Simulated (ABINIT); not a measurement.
Runs of ABINIT 10.8.3 (patched build) on MgB2. The structure is hexagonal, space group P6/mmm (No. 191). The conventional cell has a = 3.085 Å, b = 3.085 Å, c = 3.523 Å, α = 90.00°, β = 90.00°, γ = 120.00°. Mg (site symmetry 6/mmm) has 12 B at 2.51 Å as nearest neighbours. B (site symmetry -6m2) has 3 B at 1.78 Å as nearest neighbours. 

```csv
task,level,potentials or basis,cell,cutoff (eV),fine-grid cutoff,cell freedom (optcell),cutoff smearing ecutsm (Ha),optimiser (ionmov),force stop (Ha/bohr),gap on the mesh (eV),pressure (GPa),relaxed volume (Å³/atom)
single point,PBEsol,JTH PAW PBE v2.0,as given,517,1034.03 eV,-,-,-,-,none,(b),-
relaxation of cell and atoms,LDA,JTH PAW PBE v2.0,relaxed,626,1224.51 eV,2,0.5,2,0.0005,none,0.0,9.23
single point,PBEsol,PseudoDojo NC SR PBEsol v0.4.1 standard,as given,1143,-,-,-,-,-,none,-2.7,-
relaxation of cell and atoms,PBEsol,JTH PAW PBE v2.0,relaxed,626,1224.51 eV,2,0.5,2,0.0005,none,0.0,(a)
relaxation of cell and atoms,RPBE,JTH PAW PBE v2.0,relaxed,626,1224.51 eV,2,0.5,2,0.0005,none,0.0,9.84
relaxation of cell and atoms,AM05,JTH PAW PBE v2.0,relaxed,626,1224.51 eV,2,0.5,2,0.0005,none,0.0,9.48
single point,PBEsol,PseudoDojo NC SR PBEsol v0.4 stringent,as given,1143,-,-,-,-,-,none,-2.7,-
relaxation of cell and atoms,BLYP,JTH PAW PBE v2.0,relaxed,626,1224.51 eV,2,0.5,2,0.0005,none,0.0,9.78
```

Alike in all rows: no spin polarisation; k mesh 10 × 10 × 8; smearing fermi-dirac 0.05 eV.

Estimate the missing entries.

(a) 9.49; (b) -3.2.

Caveats: the PAW data sets were made with another functional, which shifts forces and pressure a little (some runs); the atomic spheres overlap (some runs).

A gap of «none» marks a metal or a gap under the smearing width.

Runs at the PBE level aren't shown here.
